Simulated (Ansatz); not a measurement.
# ZnS (F-43m) in Ansatz: a series of runs

Aim: see how the results for ZnS move with the level of theory and the settings. Levels: PBE, HSE06, PBE0. Tasks: single point.

Everything below comes from runs of Ansatz 0.2.0. Logs are shortened: lines on timing, memory, paths and dates and some standing lists are left out, and cuts for length are marked.

**What was measured.**

From “Electronic, vibrational, and thermodynamic properties of ZnS (zincblende and rocksalt structure)”, 2009, arxiv:0911.5022, for a bulk crystal of ZnS at 19 K: band gap 3.85 eV (direct).

The runs below are set against these values where they give the same quantity.

## Step 1: Starting point

Symmetry: F-43m, No. 216, cubic system. Conventional cell: a = 5.404 Å, b = 5.404 Å, c = 5.404 Å, α = 90.00°, β = 90.00°, γ = 90.00°. Zn (site symmetry -43m) has 4 S at 2.34 Å as nearest neighbours. S (site symmetry -43m) has 4 Zn at 2.34 Å as nearest neighbours.

## Step 2: Single point, PBE

Input file input.yaml:

```yaml
crystal:
  lattice:
    - [0.0, 2.702, 2.702]
    - [2.702, 0.0, 2.702]
    - [2.702, 2.702, 0.0]
  atoms:
    - { symbol: Zn, position: [0.75, 0.75, 0.75] }
    - { symbol: S, position: [0.0, 0.0, 0.0] }
kpoints:
  mp_grid: { grid: [6, 6, 6] }
scf:
  occupations: { method: fermi_dirac, width: 0.05 }
hamiltonian:
  xc: pbe
  pseudopotentials: { kind: all_electron, datasets: crystal }
output:
  forces: true
  stress: true
  eigenvalues: true
  elf: true
  volumetric_format: npy
```

Potentials or basis: all-electron PAW datasets made for the crystal.

Run with:

```
> ansatz run input.yaml --threads 1 --pin off --max-ram 3072MiB --backend cpu --events-out ev --progress --plain --runs-dir out
```

Log:

```text
Warning: RAYON_NUM_THREADS=1 ignored (pool sized by the plan → 1); use --threads N
hamiltonian.pseudopotentials.datasets: crystal makes datasets for this crystal and solves the spheres of its atoms anew in each pass: cutoff 280.0 eV, the density's 1120.0 eV; for an error of 0.50 meV an atom under PBE, 1.0 meV for the cell; an energy difference from a run of another recipe may be off by several times the error for the cell, under r2SCAN by more, where some 0.1 meV an atom stays at smaller errors; S in spheres of 1.064 Å, 6 of its electrons in bands; Zn in spheres of 1.270 Å, 12 of its electrons in bands, 8 on its site; only band paths and densities of states list, in semicore columns, the levels of the semicore shells that are solved separately: 3s of Zn, 3p of Zn
Engine: ansatz 0.2.0, aarch64-unknown-linux-gnu
Pseudopotentials: kind: all_electron
Pseudopotential: Zn, paw, valence charge 20, recommended cutoff 280 eV (normal), crystal/all_electron/pbe/scalar/gaussian/Zn, Koelling and Harmon's equation, gaussian nucleus
Pseudopotential: S, paw, valence charge 6, recommended cutoff 280 eV (normal), crystal/all_electron/pbe/scalar/gaussian/S, Koelling and Harmon's equation, gaussian nucleus
Functional definition: PBE
  parameter kappa = 0.804
  parameter beta = 0.06672455060314922
  exchange = pbe_x(kappa = kappa, mu = beta*pi^2/3)
  correlation = pbe_c(beta = beta)
Crystal: 2 atoms, lattice volume = 39.454 Å³
Basis set: ecut = 280 eV, 411 PW (Γ), exchange–correlation on 48×48×48 points (8 copies of the dense FFT grid, shifted against one another)
Bands: 13, of which v1, the nominal top of the filled ones, is band 9 counted from 1 (8 counted from 0)
Symmetry: 24 space group operations
Space group: F-43m (ITA 216), of the structure as read, at distance tolerance 3.4e-5 Å
k-points: 16 of 216 (time reversal used)
Non-local potential: Zn, projectors of the file, l = 0: 1, l = 1: 1, l = 2: 2
Non-local potential: S, projectors of the file, l = 0: 1, l = 1: 1, l = 2: 2
PAW form: soft (Blöchl's): semilocal exchange-correlation on the pseudo side does not see the compensation charge
PAW one-centre angular grid: Zn, 590 points (default); XC on its mesh's 1897 points in the sphere
PAW one-centre angular grid: S, 110 points (default); XC on its mesh's 1903 points in the sphere
Initial density: superposition of atomic densities (neutral atoms: chi_scale 0, normalization atom)
Initial wavefunctions: pseudopotential atomic-orbital guess
Functional: x = pbe(κ = 0.804, μ = 0.2195149727645171), c = pbe(β = 0.06672455060314922)
iter 1 solved again at ethr=7.17e-3 eV; its pass at ethr=1.00e-1 eV (dr2=1.29e0 eV) is discarded
SCF iter   1: F=—  HF=-59737.681050 eV  |F-HF|=—  |Δ(HF+E_count)|=         —  Δρ=4.41e-2  dr2=1.28e0  ethr=7.17e-3  ⟨swp⟩=2.1  Hψ=1151  notcnv=0
preconditioner: auto → none  [insulator: Δε(μ)=2.349 eV  Ē_g=11.606 eV  σ=0.050 eV  W_gap=1.00  n_scr=14 (ndim 8)  ℏωp=25.1 eV  f_vac=0.000  D(μ)=0.00/eV (n_scr^D=0)  ε∞_Penn≈5.7]
iter 2 solved again at ethr=4.51e-4 eV; its pass at ethr=7.09e-3 eV (dr2=8.11e-2 eV) is discarded
SCF iter   2: F=—  HF=-59737.357370 eV  |F-HF|=—  |Δ(HF+E_count)|=   3.24e-1  Δρ=1.78e-2  dr2=8.18e-2  ethr=4.51e-4  ⟨swp⟩=2.2  Hψ=946  notcnv=0
SCF iter   3: F=—  HF=-59737.334510 eV  |F-HF|=—  |Δ(HF+E_count)|=   2.29e-2  Δρ=9.41e-3  dr2=2.81e-2  ethr=4.51e-4  ⟨swp⟩=3.0  Hψ=605  notcnv=0
SCF iter   4: F=—  HF=-59737.331668 eV  |F-HF|=—  |Δ(HF+E_count)|=   2.84e-3  Δρ=3.95e-3  dr2=5.02e-3  ethr=1.56e-4  ⟨swp⟩=3.0  Hψ=628  notcnv=0
SCF iter   5: F=—  HF=-59737.328760 eV  |F-HF|=—  |Δ(HF+E_count)|=   2.91e-3  Δρ=8.79e-4  dr2=2.35e-4  ethr=2.79e-5  ⟨swp⟩=3.0  Hψ=445  notcnv=0
SCF iter   6: F=—  HF=-59737.329959 eV  |F-HF|=—  |Δ(HF+E_count)|=   1.20e-3  Δρ=1.62e-4  dr2=5.51e-6  ethr=1.31e-6  ⟨swp⟩=3.0  Hψ=615  notcnv=0
SCF iter   7: F=—  HF=-59737.329965 eV  |F-HF|=—  |Δ(HF+E_count)|=   5.66e-6  Δρ=5.74e-5  dr2=1.03e-6  ethr=3.06e-8  ⟨swp⟩=3.0  Hψ=480  notcnv=0
SCF iter   8: F=—  HF=-59737.329965 eV  |F-HF|=—  |Δ(HF+E_count)|=   5.03e-7  Δρ=1.13e-5  dr2=2.92e-8  ethr=5.72e-9  ⟨swp⟩=3.0  Hψ=467  notcnv=0
SCF iter   9: F=-59737.329965 eV  HF=-59737.329965 eV  |F-HF|=3.27e-9  |Δ(HF+E_count)|=   2.25e-9  Δρ=2.37e-6  dr2=1.26e-9  ethr=1.62e-10  ⟨swp⟩=3.1  Hψ=496  notcnv=0
SCF 1 converged in 9 iterations: F = -59737.329963 eV  dr2 = 1.26e-9
  Residual-converged pass: ⟨swp⟩=2.1  Hψ=349  notcnv=0  max |occ|·‖R‖ = 5.1e-6 eV (tolerance 5.3e-6 eV)  dr2=1.27e-9  dr2_onsite=7.32e-9  max |Δocc| = 1.3e-14
SCF converged after 9 iterations
Free energy (F): -59737.329963 eV
Harris-Foulkes:  -59737.329963 eV  (|F-HF|=3.27e-9)
Internal energy: -59737.329963 eV  (E = F + TS)
E sigma→0 (E₀):  -59737.329963 eV
Past the cutoff: the bands carry plane waves up to 1.75 times it, of which those up to 1.5 times it add -0.000278 eV an atom, each by itself; the spheres take 0.000300 eV an atom off the energy for waves past 1.75 times it
By the cutoff:   a pressure is off by up to 0.007 GPa (1.2 times the spheres' own share and the shells' term, over an atom's volume, and 0.004 GPa: a bound that held against runs at twice the plane waves)
Past the cutoffs: a stress includes 0.0024 GPa for waves and charges beyond them, in addition to the slope of what the spheres take
In the spheres:  the bands' charges fall short by 2.6e-6 e at most (sound up to 1e-3), those of shells solved beside the bands by 2.0e-8 e (sound up to 5e-4)
Fermi energy:    8.397184 eV
--- Per-component energies (eV) ---
  E_band       = 32.571935
  E_kinetic    = 180.634102
  E_local      = -4103.753712  (includes V_loc(G=0)·N_el)
  E_nonlocal   = -106.511121
  E_hartree    = 2017.511001
  E_xc         = -101.370664
  E_vxc        = -129.713627  (∫ρ·V_xc dr)
  E_paw        = -62520.912181  (= ΣΔE_a)
  E_vpaw       = -7659.898336  (= ΣTr[D̂ρ^β])
  E_ewald      = -2919.717972
  E_smearing   = -0.000000  (= −TS)
  E_closure    = 7816.790583  (closes the sum)
  Σ components = -59737.329963   (vs F -59737.329963, Δ=0.00e0)
  The terms above E_closure are by the made datasets' own strengths, without shells solved beside the bands.
--- Forces (eV/Å), atoms counted from 1 ---
  atom   1  Zn     0.00000000     0.00000000     0.00000000
  atom   2  S     -0.00000000     0.00000000    -0.00000000
  max |Σ_I F_I| component: 1.06e-16 eV/Å
--- Stress (GPa, compression-positive) ---
        1.625575      -0.000000      -0.000000
       -0.000000       1.625575       0.000000
       -0.000000       0.000000       1.625575
  P = ⅓ Tr σ = 1.6256 GPa (16.256 kbar)
  It holds what live shells' own plane waves past their cutoff add
--- Band table (eV; the first three rows and the last of 16) ---
  k-point 0: bands = ["-5.8266", "0.9765", "0.9765", "0.9765", "1.4753", "1.4753", "7.3128", "7.3128", "7.3128", "9.4246", "13.6839"]
  k-point 1: bands = ["-5.6240", "0.9837", "1.0118", "1.0118", "1.4735", "1.4735", "5.6310", "7.0672", "7.0672", "10.5334", "13.6704"]
  k-point 2: bands = ["-5.1646", "1.0706", "1.0706", "1.1412", "1.4872", "1.4872", "3.4255", "6.6397", "6.6397", "10.7473", "14.3283"]
  k-point 15: bands = ["-4.5820", "1.0682", "1.2712", "1.3588", "1.4984", "1.8304", "2.7355", "4.6918", "4.7181", "12.1507", "12.6509"]
```

Wall time 4.4 s (1 thread of Arm Neoverse V2, shared host); peak memory 0.43 GiB.

Results:

```
Free energy            : -59737.3300 eV
Pressure               : 1.6 GPa
Band gap on the k mesh : 2.11 eV, direct
```

Levels at points of the mesh, in eV from the valence-band top:
```
             k point  band 5  band 6  band 7  band 8  band 9  band 10  band 11
  (0.00, 0.00, 0.00)   -5.84   -5.84    0.00    0.00    0.00     2.11     6.37
 (0.00, 0.00, -0.50)   -5.81   -5.63   -5.29   -0.87   -0.87     3.31     6.90
(0.00, -0.50, -0.50)   -5.76   -5.62   -4.56   -2.22   -2.22     3.40     4.07
```

## Step 3: Single point, HSE06

Changes to input.yaml since step 2:

```diff
@@ -13,3 +13,3 @@
 hamiltonian:
-  xc: pbe
+  xc: hse06
   pseudopotentials: { kind: all_electron, datasets: crystal }
@@ -18,4 +18 @@
   stress: true
-  eigenvalues: true
-  elf: true
-  volumetric_format: npy
```

Potentials or basis: all-electron PAW datasets made for the crystal.

Run with:

```
> ansatz run input.yaml --threads 1 --pin off --max-ram 3072MiB --backend cpu --events-out ev --progress --plain --runs-dir out
```

Wall time 2.9 min (1 thread of Arm Neoverse V2, shared host); peak memory 0.88 GiB.

Results (log left out):

```
Free energy            : -59737.3905 eV
Pressure               : 0.9 GPa
Band gap on the k mesh : 3.34 eV, direct
```

Levels at points of the mesh, in eV from the valence-band top:
| k point | band 7 | band 8 | band 9 | band 10 |
| --- | --- | --- | --- | --- |
| (0.00, 0.00, 0.00) | 0.00 | 0.00 | 0.00 | 3.34 |
| (0.00, 0.00, -0.50) | -5.58 | -0.91 | -0.91 | 4.56 |
| (0.00, -0.50, -0.50) | -4.98 | -2.34 | -2.34 | 4.38 |

## Step 4: Single point, PBE0

Changes to input.yaml since step 3:

```diff
@@ -13,3 +13,3 @@
 hamiltonian:
-  xc: hse06
+  xc: pbe0
   pseudopotentials: { kind: all_electron, datasets: crystal }
```

Run with:

```
> ansatz run input.yaml --threads 1 --pin off --max-ram 3072MiB --backend cpu --events-out ev --progress --plain --runs-dir out
```

It took 3.3 min on 1 thread of Arm Neoverse V2, shared host; peak memory 0.87 GiB.

Results (log left out):

```
Free energy            : -59737.6580 eV
Pressure               : 0.7 GPa
Band gap on the k mesh : 4.01 eV, direct
```

Levels at points of the mesh, in eV from the valence-band top:
```tsv
k point	band 5	band 6	band 7	band 8	band 9	band 10
(0.00, 0.00, 0.00)	-7.52	-7.52	0.00	0.00	0.00	4.01
(0.00, 0.00, -0.50)	-7.49	-7.28	-5.66	-0.92	-0.92	5.26
(0.00, -0.50, -0.50)	-7.45	-7.24	-5.05	-2.37	-2.37	5.08
```

## Step 5: Summary

| level | cutoff (eV) | gap on the mesh (eV) | pressure (GPa) |
| --- | --- | --- | --- |
| PBE | 280 | 2.11 | 1.6 |
| HSE06 | 310 | 3.34 | 0.9 |
| PBE0 | 310 | 4.01 | 0.7 |

Alike in all rows: task single point; potentials or basis all-electron PAW datasets made for the crystal; no spin polarisation; cell as given; k mesh 6 × 6 × 6; smearing fermi-dirac 0.05 eV.

On the cell as given the gap runs from 2.11 eV (PBE) to 4.01 eV (PBE0). The pressure there spans 0.7 GPa (PBE0) to 1.6 GPa (PBE); a positive pressure means that this level wants a larger cell, a negative one a smaller.

Compare energies only between runs with the same functional and basis.

## Step 6: Against experiment

Step 2. Measured gap of ZnS: 3.85 eV (direct; 19 K; quoted in “Electronic, vibrational, and thermodynamic properties of ZnS (zincblende and rocksalt structure)”, 2009, arxiv:0911.5022). This calculation gives 2.11 eV (-1.74 eV). The value is that of PBE, without temperature or zero-point motion. Semilocal functionals fall short of measured gaps as a rule.

Step 3. A measured gap of ZnS is 3.85 eV (direct; 19 K; quoted in “Electronic, vibrational, and thermodynamic properties of ZnS (zincblende and rocksalt structure)”, 2009, arxiv:0911.5022); the calculated 3.34 eV misses it by -0.51 eV. The value is that of HSE06, without temperature or zero-point motion.

Step 4. A measured gap of ZnS is 3.85 eV (direct; 19 K; quoted in “Electronic, vibrational, and thermodynamic properties of ZnS (zincblende and rocksalt structure)”, 2009, arxiv:0911.5022); the calculated 4.01 eV misses it by +0.16 eV. The value is that of PBE0, without temperature or zero-point motion.
